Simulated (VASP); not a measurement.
# MoSe2 (P6_3/mmc) in VASP: further runs, part 2 of 3

VASP 6.6.1.

### Step 5. Relaxation of cell and atoms, PBE

Input file INCAR:

```
PREC     = Accurate       # precision mode
ENCUT    = 600            # plane-wave cutoff, eV
EDIFF    = 1E-6           # SCF threshold, eV
ISMEAR   = 0              # smearing method
SIGMA    = 0.03           # smearing width, eV
LREAL    = F              # projectors in reciprocal space
LASPH    = T              # aspherical terms in the spheres
NELM     = 80             # most SCF steps
ALGO     = Normal         # electronic algorithm
ISIF     = 3              # what is computed and relaxed
LWAVE    = F              # write WAVECAR
LCHARG   = F              # write CHGCAR
GGA      = PE             # functional
IBRION   = 2              # ionic algorithm
NSW      = 90             # ionic steps
EDIFFG   = -0.01          # ionic threshold
KPAR     = 2
```

Input file KPOINTS:

```
regular mesh
0
Gamma
  9 9 2
```

Input file POSCAR:

```
MoSe2
1.0
    3.2880000000      0.0000000000      0.0000000000
   -1.6440000000      2.8474915276      0.0000000000
    0.0000000000      0.0000000000     12.9000000000
Mo Se
2 4
Direct
    0.3333333333      0.6666666667      0.2500000000
    0.6666666667      0.3333333333      0.7500000000
    0.3333333333      0.6666666667      0.6250000000
    0.6666666667      0.3333333333      0.1250000000
    0.3333333333      0.6666666667      0.8750000000
    0.6666666667      0.3333333333      0.3750000000
```

Potentials or basis: VASP PAW PBE potentials, release 64 (Mo_sv, Se).

On the command line:

```bash
> cat potpaw_PBE.64/Mo_sv/POTCAR potpaw_PBE.64/Se/POTCAR > POTCAR
> mpirun -np 2 vasp_std > vasp.out
```

OUTCAR:

```text
PREC = Accurate
   ENCUT = 600
   EDIFF = 1E-6
   ISMEAR = 0
   LREAL = F
   LASPH = T
   NELM = 80
   ISIF = 3
   GGA = PE
   IBRION = 2
   NSW = 90
   EDIFFG = -0.01

 ion  position               nearest neighbor table
   1  0.333  0.667  0.250-   4 2.49   6 2.49   4 2.49   6 2.49   4 2.49   6 2.49
   2  0.667  0.333  0.750-   3 2.49   5 2.49   3 2.49   5 2.49   3 2.49   5 2.49
   3  0.333  0.667  0.625-   2 2.49   2 2.49   2 2.49
   4  0.667  0.333  0.125-   1 2.49   1 2.49   1 2.49
   5  0.333  0.667  0.875-   2 2.49   2 2.49   2 2.49
   6  0.667  0.333  0.375-   1 2.49   1 2.49   1 2.49

  LATTYP: Found a hexagonal cell.
 ALAT       =     3.2880000000
 C/A-ratio  =     3.9233576642

  Lattice vectors:

 A1 = (   3.2880000000,   0.0000000000,   0.0000000000)
 A2 = (  -1.6440000000,   2.8474915276,   0.0000000000)
 A3 = (   0.0000000000,   0.0000000000,  12.9000000000)

Analysis of symmetry for initial positions (statically):
=====================================================================
 Subroutine PRICEL returns:
 Original cell was already a primitive cell.

 Routine SETGRP: Setting up the symmetry group for a
 hexagonal supercell.

 Subroutine GETGRP returns: Found 24 space group operations
 (whereof 12 operations were pure point group operations)
 out of a pool of 24 trial point group operations.

The static configuration has the point symmetry D_3d.
 The point group associated with its full space group is D_6h.

Analysis of symmetry for dynamics (positions and initial velocities):
=====================================================================
 Subroutine PRICEL returns:
 Original cell was already a primitive cell.

 Routine SETGRP: Setting up the symmetry group for a
 hexagonal supercell.

 Subroutine GETGRP returns: Found 24 space group operations
 (whereof 12 operations were pure point group operations)
 out of a pool of 24 trial point group operations.

The dynamic configuration has the point symmetry D_3d.
 The point group associated with its full space group is D_6h.

 Subroutine INISYM returns: Found 24 space group operations
 (whereof 12 operations are pure point group operations),
 and found     1 'primitive' translations

----------------------------------------------------------------------------------------

                                     Primitive cell

  volume of cell :     120.7769

  direct lattice vectors                    reciprocal lattice vectors
     3.288000000  0.000000000  0.000000000     0.304136253  0.175593148  0.000000000
    -1.644000000  2.847491528  0.000000000     0.000000000  0.351186295  0.000000000
     0.000000000  0.000000000 12.900000000     0.000000000  0.000000000  0.077519380

  length of vectors
     3.288000000  3.288000000 12.900000000     0.351186295  0.351186295  0.077519380

  position of ions in fractional coordinates (direct lattice)
     0.333333333  0.666666667  0.250000000
     0.666666667  0.333333333  0.750000000
     0.333333333  0.666666667  0.625000000
     0.666666667  0.333333333  0.125000000
     0.333333333  0.666666667  0.875000000
     0.666666667  0.333333333  0.375000000

  ion indices of the primitive-cell ions
   primitive index   ion index
                 1           1
                 2           2
                 3           3
                 4           4
                 5           5
[... 61 lines left out ...]
   NGXF,Y,Z  is equivalent  to a cutoff of  28.31, 28.31, 27.84 a.u.
 SYSTEM =  unknown system
   PREC   = accura    normal or accurate (medium, high low for compatibility)
   ISTART =      0    job   : 0-new  1-cont  2-samecut
   ICHARG =      2    charge: 1-file 2-atom 10-const
   ISPIN  =      1    spin polarized calculation?
   LNONCOLLINEAR =      F non collinear calculations
   LSORBIT =      F    spin-orbit coupling
   LASPH  =      T    aspherical Exc in radial PAW
   ENCUT  =  600.0 eV  44.10 Ry    6.64 a.u.   6.57  6.57 25.76*2*pi/ulx,y,z
   NELM   =     80;   NELMIN=  2; NELMDL= -5     # of ELM steps
   EDIFF  = 0.1E-05   stopping-criterion for ELM
   LREAL  =      F    real-space projection
   EDIFFG = -.1E-01   stopping-criterion for IOM
   NSW    =     90    number of steps for IOM
   IBRION =      2    ionic relax: 0-MD 1-quasi-New 2-CG
   NFREE  =      1    steps in history (QN), initial steepest desc. (CG)
   ISIF   =      3    stress and relaxation
   ISYM   =      2    0-nonsym 1-usesym 2-fastsym
   POTIM  = 0.5000    time-step for ionic-motion
   TEBEG  =    0.0;   TEEND  =   0.0 temperature during run
   PSTRESS=    0.0 pullay stress
   NELECT =      52.0000    total number of electrons
   NUPDOWN=      -1.0000    fix difference up-down
   EMIN   =  10.00;   EMAX   =-10.00  energy-range for DOS
   EFERMI =   0.00;   METHOD = LEGACY
   ISMEAR =     0;   SIGMA  =   0.03  broadening in eV -4-tet -1-fermi 0-gaus
   EFERMI_NEDOS =   21; number of points for ismear=-14 and -15
   IALGO  =     38    algorithm
   IMIX   =      4    mixing-type and parameters
     AMIX     =   0.40;   BMIX     =  1.00
     AMIX_MAG =   1.60;   BMIX_MAG =  1.00
  volume/ion in A,a.u.               =      20.13       135.84
  Fermi-wavevector in a.u.,A,eV,Ry     =   1.236179  2.336039 20.791580  1.528138
  Thomas-Fermi vector in A             =   2.370798
   LORBIT       =      0    0 simple, 1 ext, 2 COOP (PROOUT), +10 PAW based schemes
   GGA     = PE    functional components
   LHFCALC =     F    Hartree Fock is set to
   AEXX    =    0.0000 exact exchange contribution
   IVDW    =     0    specifies the selected vdW correction
   LEPSILON=     F    determine dielectric tensor
   LRPA    =     F    only Hartree local field effects (RPA)
 conjugate gradient relaxation of ions
 non-spin polarized calculation
 Gauss-broadening in eV      SIGMA  =   0.03
  energy-cutoff  :      600.00
  volume of cell :      120.78
 maximum number of plane-waves:      4085
 NGX is ok and might be reduce to    28
   NGX = 13   NGY = 13   NGZ = 51

--------------------------------------- Ionic step        1  -------------------------------------------

 number of electron      52.0000000 magnetization

 Free energy of the ion-electron system (eV)
  ---------------------------------------------------
  ext. energy  EPLUGINS =         0.00000000
  ---------------------------------------------------
  free energy    TOTEN  =       -39.72286923 eV

  energy without entropy =      -39.72286923  energy(sigma->0) =      -39.72286923

------------------------ aborting loop because EDIFF is reached ----------------------------------------

  FORCE on cell =-STRESS in cart. coord.  units (eV):
  Direction    XX          YY          ZZ          XY          YZ          ZX
  --------------------------------------------------------------------------------------
  -------------------------------------------------------------------------------------
  Total        4.8682372      4.8682372      9.0321648     -0.0000000      0.0000000      0.0000000
  in kB       64.5800471     64.5800471    119.8170098     -0.0000000      0.0000000      0.0000000
  external PRESSURE =      82.9923680 kB  Pullay stress =       0.0000000 kB
[... 101 lines left out ...]
  FREE ENERGIE OF THE ION-ELECTRON SYSTEM (eV)
  ---------------------------------------------------
  free  energy   TOTEN  =       -39.9266481665 eV

  energy  without entropy=      -39.9266481665  energy(sigma->0) =      -39.92664817

 E-fermi :   5.3261     XC(G=0): -10.0422

 val. band max:        5.1748642741   @ k =   0.0000   0.0000   0.0000
 cond. band min:       6.3866204103   @ k =   0.3333   0.3333   0.0000
 fundamental gap:      1.2117561362
 Fermi energy:         5.3260800624

 k-point     1 :       0.0000    0.0000    0.0000
  band No.  band energies     occupation
      1     -55.8679      2.00000
      2     -55.8679      2.00000
      3     -30.0070      2.00000
      4     -30.0070      2.00000
      5     -29.8568      2.00000
      6     -29.8568      2.00000
[... 805 lines left out ...]
     30       7.5619      0.00000
     31       7.9937      0.00000

[... ionic steps 4 to 30 ...]

--------------------------------------- Ionic step       31  -------------------------------------------

 number of electron      52.0000001 magnetization

------------------------ aborting loop because EDIFF is reached ----------------------------------------
[... 75 lines left out ...]
--------------------------------------- Ionic step       33  -------------------------------------------

 number of electron      51.9999999 magnetization

 Free energy of the ion-electron system (eV)
  ---------------------------------------------------
  ext. energy  EPLUGINS =         0.00000000
  ---------------------------------------------------
  free energy    TOTEN  =       -39.97753004 eV

  energy without entropy =      -39.97753004  energy(sigma->0) =      -39.97753004

 E-fermi :   4.8762     XC(G=0):  -9.7327

 val. band max:        4.5955889294   @ k =   0.0000   0.0000   0.0000
 cond. band min:       5.9806883651   @ k =   0.3333   0.3333   0.0000
 fundamental gap:      1.3850994357
 Fermi energy:         4.8761839069

 k-point     1 :       0.0000    0.0000    0.0000
  band No.  band energies     occupation
      1     -56.3062      2.00000
      2     -56.3062      2.00000
      3     -30.4473      2.00000
      4     -30.4473      2.00000
      5     -30.2898      2.00000
      6     -30.2898      2.00000
[... 838 lines left out ...]
  FREE ENERGIE OF THE ION-ELECTRON SYSTEM (eV)
  ---------------------------------------------------
  free  energy   TOTEN  =       -39.9775300437 eV

  energy  without entropy=      -39.9775300437  energy(sigma->0) =      -39.97753004

 reached required accuracy - stopping structural energy minimisation
```

Wall time 9.2 min (2 MPI ranks of Intel Xeon 6975P-C (Granite Rapids), shared host); peak memory 0.34 GiB.

Results:

```
Free energy                            : -39.9775 eV
Relaxed volume                         : 23.29 Å³/atom
Relaxed cell                           : a = 3.323 Å, b = 3.323 Å, c = 14.611 Å, α = 90.00°, β = 90.00°, γ = 120.00°
Space group after relaxing (to 0.05 Å) : P6_3/mmc (No. 194)
Energy gained by relaxing              : 42.4 meV/atom
Ionic steps                            : 33
Pressure after relaxing                : 0.0 GPa
Largest force after relaxing           : 0.007 eV/Å
Band gap on the k mesh                 : 1.39 eV, indirect (least direct gap 1.42 eV)
```

Forces on the atoms (eV/Å):
```
Mo   0.000  0.000  0.000
Mo   0.000  0.000  0.000
Se   0.000  0.000  0.007
Se   0.000  0.000  0.007
Se   0.000  0.000 -0.007
Se   0.000  0.000 -0.007
```

Step by step:
```csv
step,energy change (eV),largest force (eV/Å),pressure (GPa),volume (Å³)
1,0.0000,1.1451,8.30,120.78
2,0.5024,1.9456,-11.26,139.89
3,-0.2038,0.1617,-0.31,126.98
4,-0.2042,0.1136,0.02,126.71
5,-0.2042,0.0918,0.16,126.59
6,-0.2087,0.1057,0.23,126.77
7,-0.2159,0.1452,0.46,127.28
8,-0.2196,0.1418,0.32,127.80
9,-0.2281,0.1319,-0.07,129.37
10,-0.2358,0.1076,-0.75,132.53
11,-0.2386,0.0505,-0.45,132.73
12,-0.2412,0.0464,0.06,133.06
13,-0.2415,0.0927,0.29,133.21
14,-0.2444,0.0825,0.34,133.73
15,-0.2497,0.0562,0.51,135.27
16,-0.2471,0.0245,1.00,138.27
17,-0.2505,0.0529,0.74,136.48
18,-0.2517,0.1367,-0.42,138.69
19,-0.2526,0.0612,0.04,137.79
20,-0.2535,0.0378,-0.04,138.18
21,-0.2537,0.0207,-0.08,138.46
22,-0.2538,0.0077,0.09,138.33
23,-0.2538,0.0026,0.03,138.38
24,-0.2538,0.0047,0.04,138.40
25,-0.2539,0.0106,0.07,138.45
26,-0.2539,0.0133,0.09,138.48
27,-0.2539,0.0156,0.07,138.53
28,-0.2540,0.0239,0.02,138.68
29,-0.2541,0.0399,-0.08,138.97
30,-0.2541,0.0384,-0.07,139.01
31,-0.2542,0.0333,-0.07,139.11
32,-0.2544,0.0251,-0.05,139.31
33,-0.2547,0.0069,-0.02,139.72
```

Final structure:
```xyz
6
Lattice="3.3230 0.0000 0.0000 -1.6615 2.8778 0.0000 0.0000 0.0000 14.6111" Properties=species:S:1:pos:R:3 pbc="T T T"
Mo    0.0000    1.9185    3.6528
Mo    1.6615    0.9593   10.9583
Se    0.0000    1.9185    9.2880
Se    1.6615    0.9593    1.9824
Se    0.0000    1.9185   12.6287
Se    1.6615    0.9593    5.3231
```

Caveat: the volume moved by over 15 % at a fixed basis, so the end points are rough; an odd mesh through Γ misses points on the zone boundary, where band edges often lie; this functional lacks dispersion, which binds the layers, so the pressure and a relaxed spacing across them are unreliable, and here the layers came unbound; the volume moved by +16 % from the deposited cell, more than functionals usually miss.

(Continued in part 3 of 3.)
